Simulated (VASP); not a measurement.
# Metal contacts to WS2

How strongly do Sc, Hf and Zr bind WS2, and where do they put its Fermi level?

Program: VASP 6.6.1. Level of theory: PBE with D3(BJ), no spin polarisation; plane waves and PAW (W_sv, S), in the first sound run; inputs show where later runs differ. Results are calculated unless marked as measured.

## 1. Set-up

The cell holds 3 atoms: 1 W and 2 S. Cell: a = 3.157 Å, b = 3.157 Å, c = 22.000 Å, α = 90.0°, β = 90.0°, γ = 120.0°. It derives from WS2 (2H-WS2 monolayer), repeated 1×1×1. Vacuum lies along c.

## 2. Levels of the free sheet, PBE

The free sheet gives its levels against the core potential of W.

Level: PBE with D3(BJ), no spin polarisation; plane waves and PAW (W_sv, S).

Contents of INCAR:

```
SYSTEM = WS2
PREC = Normal
ENCUT = 330
EDIFF = 1E-06
NELM = 120
ISMEAR = 0
SIGMA = 0.05
LREAL = .FALSE.
ALGO = Fast
GGA = PE
IVDW = 12
NBANDS = 26
LASPH = .TRUE.
LORBIT = 11
LWAVE = .FALSE.
LCHARG = .FALSE.
KPAR = 16
IDIPOL = 3
LDIPOL = .TRUE.
DIPOL = 0.5 0.5 0.5
LVHAR = .TRUE.
LVACPOTAV = .TRUE.
NEDOS = 1500
```

Contents of POSCAR:

```
WS2
1.0
    3.1566622800      0.0000000000      0.0000000000
   -1.5783311400      2.7337497257      0.0000000000
    0.0000000000      0.0000000000     22.0000000000
W S
1 2
Direct
    0.3333333333      0.6666666667      0.5000000000
    0.6666666667      0.3333333333      0.4282980689
    0.6666666667      0.3333333333      0.5717019311
```

Contents of KPOINTS:

```
Automatic mesh
0
Gamma
12 12 1
0 0 0
```

PAW data sets: W_sv and S (PBE family, release 64).

Launch:

```sh
$ mpirun -np 16 vasp_std
```

Log:

```text
[banner, memory and clock lines left out]
running   16 mpi-ranks, on    1 nodes
[...]
|                                                                             |
|           W    W    AA    RRRRR   N    N  II  N    N   GGGG   !!!           |
|           W    W   A  A   R    R  NN   N  II  NN   N  G    G  !!!           |
|           W    W  A    A  R    R  N N  N  II  N N  N  G       !!!           |
|           W WW W  AAAAAA  RRRRR   N  N N  II  N  N N  G  GGG   !            |
|           WW  WW  A    A  R   R   N   NN  II  N   NN  G    G                |
|           W    W  A    A  R    R  N    N  II  N    N   GGGG   !!!           |
|                                                                             |
|     For optimal performance we recommend to set                             |
|       NCORE = 2 up to number-of-cores-per-socket                            |
|     NCORE specifies how many cores store one orbital (NPAR=cpu/NCORE).      |
|     This setting can greatly improve the performance of VASP for DFT.       |
[...]
RMM:  18    -0.236588237944E+02   -0.21452E-04   -0.60747E-07  1114   0.379E-03    0.229E-03
RMM:  19    -0.236588267980E+02   -0.30036E-05   -0.15099E-07  1042   0.184E-03    0.115E-03
RMM:  20    -0.236588275190E+02   -0.72098E-06   -0.25936E-08   858   0.989E-04
|                                                                             |
|           W    W    AA    RRRRR   N    N  II  N    N   GGGG   !!!           |
|           W    W   A  A   R    R  NN   N  II  NN   N  G    G  !!!           |
|           W    W  A    A  R    R  N N  N  II  N N  N  G       !!!           |
|           W WW W  AAAAAA  RRRRR   N  N N  II  N  N N  G  GGG   !            |
|           WW  WW  A    A  R   R   N   NN  II  N   NN  G    G                |
|           W    W  A    A  R    R  N    N  II  N    N   GGGG   !!!           |
|                                                                             |
|     Did not find any points to average over, which means that no vacuum     |
|     field-free region was found. Please increase the size of  your cell     |
|     in the dimension of the dipole correction to obtain accurate            |
|     workfunction values.                                                    |
|                                                                             |

   1 F= -.24590766E+02 E0= -.24590766E+02  d E =-.681245E-12
```

The job ended after 9.2 s (16 MPI ranks of Intel Xeon Platinum 8259CL at 2.50GHz (Skylake/Cascade Lake), shared host; peak memory 3 GiB).

The logs omit lines about the potential files and the build; timing stands in the text.

Parts of OUTCAR (step 2):

```text
 Edisp (eV)   -0.93194

  Total      -0.00563    -0.00563    -0.11369     0.00000    -0.00000     0.00000
  in kB      -0.04754    -0.04754    -0.95942     0.00000    -0.00000     0.00000
  external pressure =       -0.35 kB  Pullay stress =        0.00 kB

 POSITION                                       TOTAL-FORCE (eV/Angst)
 -----------------------------------------------------------------------------------
     -0.00000      1.82250     11.00000         0.000000      0.000000      0.000000
      1.57833      0.91125      9.42256        -0.000000      0.000000     -0.000719
      1.57833      0.91125     12.57744         0.000000     -0.000000      0.000719
 -----------------------------------------------------------------------------------
    total drift:                                0.000003     -0.000002     -0.000000

  FREE ENERGIE OF THE ION-ELECTRON SYSTEM (eV)
  ---------------------------------------------------
  free  energy   TOTEN  =       -24.5907660643 eV

  energy  without entropy=      -24.5907660643  energy(sigma->0) =      -24.59076606

[... 3 further parts left out ...]
[key lines of the parts left out:]
E-fermi :  -1.9199
```

This run gave:

```
energy(sigma→0) of the program                              : -24.5908 eV
highest filled level below the vacuum, upper and lower side : 5.65, 5.65 eV
```

## 3. Relax the metal slab, PBE

One member in full, Hf: the two lower layers are held.

Level: PBE with D3(BJ); plane waves and PAW (Hf_sv_GW).

System, named by how it was started: Hf slab. The cell holds 4 atoms: 4 Hf. Its edges and angles: a = 3.157 Å, b = 3.157 Å, c = 30.521 Å, α = 90.0°, β = 90.0°, γ = 120.0°. It derives from Hf. Vacuum lies along c.

Contents of INCAR:

```
SYSTEM = Hf
PREC = Normal
ENCUT = 330
EDIFF = 1E-05
NELM = 120
ISMEAR = 1
SIGMA = 0.1
LREAL = Auto
ALGO = Fast
GGA = PE
IVDW = 12
NBANDS = 30
LASPH = .TRUE.
LORBIT = 11
LWAVE = .FALSE.
LCHARG = .FALSE.
KPAR = 4
IBRION = 2
NSW = 30
ISIF = 2
EDIFFG = -0.03
POTIM = 0.4
MAXMIX = 40
IDIPOL = 3
LDIPOL = .TRUE.
DIPOL = 0.5 0.5 0.388
```

Contents of POSCAR:

```
Hf
1.0
    3.1566622800      0.0000000000      0.0000000000
   -1.5783311400      2.7337497260      0.0000000000
    0.0000000000      0.0000000000     30.5213957220
Hf
4
Selective dynamics
Direct
    0.0000000000      0.0000000000      0.2621112110  F F F
    0.3333333330      0.6666666670      0.3458394790  F F F
    0.0000000000      0.0000000000      0.4295677460  T T T
    0.3333333330      0.6666666670      0.5132960140  T T T
```

Contents of KPOINTS:

```
Automatic mesh
0
Gamma
9 9 1
0 0 0
```

The projector-augmented-wave data sets are Hf_sv_GW (PBE family, release 64).

Launch:

```sh
$ mpirun -np 4 vasp_std
```

Log:

```text
[banner, memory and clock lines left out]
running    4 mpi-ranks, on    1 nodes
[...]
|                                                                             |
|               ----> ADVICE to this user running VASP <----                  |
|                                                                             |
|     You have a (more or less) 'small supercell' and for smaller cells       |
|     it is recommended to use the reciprocal-space projection scheme!        |
|     The real-space optimization is not efficient for small cells and it     |
|     is also less accurate ...                                               |
|     Therefore, set LREAL=.FALSE. in the INCAR file.                         |
|                                                                             |

 LDA part: xc-table for (Slater+PW92), standard interpolation
 POSCAR, INCAR and KPOINTS ok, starting setup
[...]
entering main loop
       N       E                     dE             d eps       ncg     rms          rms(c)
DAV:   1     0.423841024539E+03    0.42384E+03   -0.23284E+04  1064   0.939E+02
DAV:   2    -0.216544170960E+02   -0.44550E+03   -0.43838E+03  1028   0.342E+02
DAV:   3    -0.528452266143E+02   -0.31191E+02   -0.30386E+02   850   0.968E+01
DAV:   4    -0.538574833550E+02   -0.10123E+01   -0.97875E+00   988   0.142E+01
[...]
RMM:  70    -0.489827523919E+02    0.52417E-04   -0.47099E-05   537   0.139E-02    0.229E-01
RMM:  71    -0.489826936570E+02    0.58735E-04   -0.14187E-04   679   0.299E-02    0.182E-01
RMM:  72    -0.489826957631E+02   -0.21061E-05   -0.57524E-05   564   0.145E-02
   1 F= -.50319993E+02 E0= -.50317361E+02  d E =-.503200E+02
[... from here on, the cycles between the ionic steps are left out ...]
   2 F= -.50349313E+02 E0= -.50346686E+02  d E =-.293191E-01
   3 F= -.50376368E+02 E0= -.50373850E+02  d E =-.563745E-01
   4 F= -.50376481E+02 E0= -.50373970E+02  d E =-.564875E-01
   5 F= -.50377336E+02 E0= -.50374898E+02  d E =-.855424E-03
   6 F= -.50379506E+02 E0= -.50377309E+02  d E =-.302512E-02
   7 F= -.50382008E+02 E0= -.50380213E+02  d E =-.552735E-02
   8 F= -.50382238E+02 E0= -.50380593E+02  d E =-.575727E-02
   9 F= -.50382196E+02 E0= -.50380522E+02  d E =0.425087E-04
  10 F= -.50382320E+02 E0= -.50380663E+02  d E =-.818617E-04
[...]
reached required accuracy - stopping structural energy minimisation
```

Run time: 2.3 min. Hardware: 4 MPI ranks; peak memory 0.79 GiB.

Parts of OUTCAR (step 3):

```text
  LATTYP: Found a hexagonal cell.
 ALAT       =     3.1566622800
 C/A-ratio  =     9.6688821973

 Subroutine GETGRP returns: Found 12 space group operations
 (whereof  6 operations were pure point group operations)

The static configuration has the point symmetry C_3v.
 The point group associated with its full space group is D_3d.

 Found     12 irreducible k-points:

   k-points           NKPTS =     12   k-points in BZ     NKDIM =     12   number of bands    NBANDS=     30

   dimension x,y,z NGX =    14 NGY =   14 NGZ =  140
   dimension x,y,z NGXF=    28 NGYF=   28 NGZF=  280

   ENCUT  =  330.0 eV  24.25 Ry    4.92 a.u.   4.68  4.68 45.21*2*pi/ulx,y,z

   NELECT =      48.0000    total number of electrons

 Edisp (eV)   -1.35087

 dipolmoment           0.000000      0.000000     -0.006351 electrons x Angstroem

 E-fermi :   0.1366

 k-point     1 :       0.0000    0.0000    0.0000
  band No.  band energies     occupation
    ...
     18      -5.8697      2.00000
     19      -4.6048      2.00000
     20      -3.7891      2.00000
     21      -0.1077      2.00298
     22       0.1331      1.05892
     23       0.5503     -0.00000
     24       0.7851     -0.00000
     25       1.2436     -0.00000
     26       1.2441     -0.00000
     27       1.3546     -0.00000
    ...

 k-point     2 :       0.1111   -0.0000    0.0000
  band No.  band energies     occupation
    ...
     18      -5.5042      2.00000
     19      -4.2350      2.00000
     20      -3.4028      2.00000
     21      -0.2577      2.00000
     22       0.0154      2.07086
     23       0.2969     -0.04578
     24       0.5710     -0.00000
     25       0.8543     -0.00000
     26       0.9093     -0.00000
     27       1.3208     -0.00000
    ...

 Edisp (eV)   -1.35084

  Total      -2.11163    -2.11163    -2.68100     0.00000     0.00000     0.00000
  in kB     -12.84511   -12.84511   -16.30856     0.00000     0.00000     0.00000
  external pressure =      -14.00 kB  Pullay stress =        0.00 kB

  energy-cutoff  :      330.00
  volume of cell :      263.39
      direct lattice vectors                 reciprocal lattice vectors
     3.156662280  0.000000000  0.000000000     0.316790303  0.182898967  0.000000000
    -1.578331140  2.733749726  0.000000000     0.000000000  0.365797933  0.000000000
     0.000000000  0.000000000 30.521395722     0.000000000  0.000000000  0.032763901

 POSITION                                       TOTAL-FORCE (eV/Angst)
 -----------------------------------------------------------------------------------
      0.00000      0.00000      8.00000         0.000000     -0.000000      0.723605
     -0.00000      1.82250     10.55550        -0.000000     -0.000000     -0.723290
      3.15666      0.00000     13.13416         0.000000     -0.000000     -0.002834
     -0.00000      1.82250     15.51805         0.000000      0.000000      0.002519
 -----------------------------------------------------------------------------------
    total drift:                               -0.000007     -0.000006     -0.008334

  FREE ENERGIE OF THE ION-ELECTRON SYSTEM (eV)
  ---------------------------------------------------
  free  energy   TOTEN  =       -50.3823200982 eV

  energy  without entropy=      -50.3773478587  energy(sigma->0) =      -50.38066269

 reached required accuracy - stopping structural energy minimisation

 vacuum level on the upper side and lower side of the slab         4.392         4.539

 total charge
# of ion       s       p       d       f       tot
--------------------------------------------------
    1        4.855   5.935   1.321   0.009  12.120
    2        4.642   5.954   1.355   0.012  11.962
    3        4.690   5.954   1.390   0.014  12.048
    4        4.924   5.932   1.369   0.011  12.236
--------------------------------------------------
tot         19.111  23.774   5.435   0.046  48.366

[... 7 further parts left out ...]
```

CONTCAR:

```
Hf
   1.00000000000000
     3.1566622799999999    0.0000000000000000    0.0000000000000000
    -1.5783311400000000    2.7337497260000001    0.0000000000000000
     0.0000000000000000    0.0000000000000000   30.5213957220000012
  Hf
     4
Selective dynamics
Direct
     0.0000000000000000    0.0000000000000000    0.2621112109999970   F   F   F
     0.3333333329999988    0.6666666670000012    0.3458394789999986   F   F   F
     1.0000000000000000    0.0000000000000000    0.4303262119672282   T   T   T
     0.3333333329999988    0.6666666670000012    0.5084319018140486   T   T   T
```

Numbers from this step:

* energy(sigma→0) of the program: -50.3807 eV
* ionic steps: 10

## 4. Work function of the metal, PBE

Level: PBE with D3(BJ); plane waves and PAW (Hf_sv_GW).

Contents of INCAR:

```
SYSTEM = Hf
PREC = Normal
ENCUT = 330
EDIFF = 1E-06
NELM = 120
ISMEAR = 1
SIGMA = 0.1
LREAL = Auto
ALGO = Fast
GGA = PE
IVDW = 12
NBANDS = 30
LASPH = .TRUE.
LORBIT = 11
LWAVE = .FALSE.
LCHARG = .FALSE.
KPAR = 4
IDIPOL = 3
LDIPOL = .TRUE.
DIPOL = 0.5 0.5 0.387
LVHAR = .TRUE.
LVACPOTAV = .TRUE.
NEDOS = 1500
```

Changes to POSCAR since step 3:

```diff
@@ -11,3 +11,3 @@
     0.3333333330      0.6666666670      0.3458394790  F F F
-    0.0000000000      0.0000000000      0.4295677460  T T T
-    0.3333333330      0.6666666670      0.5132960140  T T T
+    0.0000000000      0.0000000000      0.4303262120  T T T
+    0.3333333330      0.6666666670      0.5084319018  T T T
```

Contents of KPOINTS:

```
Automatic mesh
0
Gamma
12 12 1
0 0 0
```

Launch:

```sh
$ mpirun -np 4 vasp_std
```

Log:

```text
[banner, memory and clock lines left out]
running    4 mpi-ranks, on    1 nodes
[...]
[... a notice as in an earlier step ...]

 LDA part: xc-table for (Slater+PW92), standard interpolation
 POSCAR, INCAR and KPOINTS ok, starting setup
[...]
entering main loop
       N       E                     dE             d eps       ncg     rms          rms(c)
DAV:   1     0.431299045958E+03    0.43130E+03   -0.23413E+04  1676   0.942E+02
DAV:   2    -0.227405963459E+02   -0.45404E+03   -0.44577E+03  1650   0.346E+02
DAV:   3    -0.529631535664E+02   -0.30223E+02   -0.29689E+02  1352   0.980E+01
DAV:   4    -0.539072323717E+02   -0.94408E+00   -0.92684E+00  1566   0.136E+01
[...]
RMM:  75    -0.490392314780E+02   -0.18977E-05   -0.75062E-07   577   0.216E-03    0.140E-02
RMM:  76    -0.490392326029E+02   -0.11249E-05   -0.41819E-07   434   0.178E-03    0.141E-02
RMM:  77    -0.490392331377E+02   -0.53482E-06   -0.24654E-07   379   0.156E-03
 [... a notice as in an earlier step ...]

   1 F= -.50390076E+02 E0= -.50387724E+02  d E =-.705622E-02
```

Wall time 88 s (4 MPI ranks); peak memory 0.8 GiB.

OUTCAR, selected parts (step 4):

```text
 Edisp (eV)   -1.35084

  Total      -2.17204    -2.17204    -2.56031     0.00000     0.00000     0.00000
  in kB     -13.21258   -13.21258   -15.57442     0.00000     0.00000     0.00000
  external pressure =      -14.00 kB  Pullay stress =        0.00 kB

 POSITION                                       TOTAL-FORCE (eV/Angst)
 -----------------------------------------------------------------------------------
      0.00000      0.00000      8.00000         0.000000     -0.000000      0.719975
     -0.00000      1.82250     10.55550         0.000000      0.000000     -0.795675
      0.00000      0.00000     13.13416        -0.000000     -0.000000      0.076075
     -0.00000      1.82250     15.51805        -0.000000     -0.000000     -0.000375
 -----------------------------------------------------------------------------------
    total drift:                               -0.000006     -0.000005     -0.000773

  FREE ENERGIE OF THE ION-ELECTRON SYSTEM (eV)
  ---------------------------------------------------
  free  energy   TOTEN  =       -50.3900760099 eV

  energy  without entropy=      -50.3830197943  energy(sigma->0) =      -50.38772394

[... 1 part as in an earlier step ...]

[... 2 further parts left out ...]
[key lines of the parts left out:]
E-fermi :   0.1174
```

Read from the output:

| Quantity | Value |
| --- | --- |
| energy(sigma→0) of the program | -50.3877 eV |
| work function, upper and lower side | 4.40, 4.47 eV |

VASP warns that it found no field-free region by its own threshold; the planar potential, read 60 % of the way from the top atom to the cell's edge, stands at 4.41 eV above the Fermi level.

(Part 1 of 2 ends here.)

[Lines on the potential files, build, host, timing and source positions are cut from VASP's logs without a mark.]

[Logs are printed without paths, hosts, clocks, repeated set-up lines and the standing remarks that a program may print on its own settings, such as how far it seeks lower states.]

[Hosts, paths, dates, database ids (printed as entryN), source tags and the programs' standing remarks are cut or masked in the printed files.]
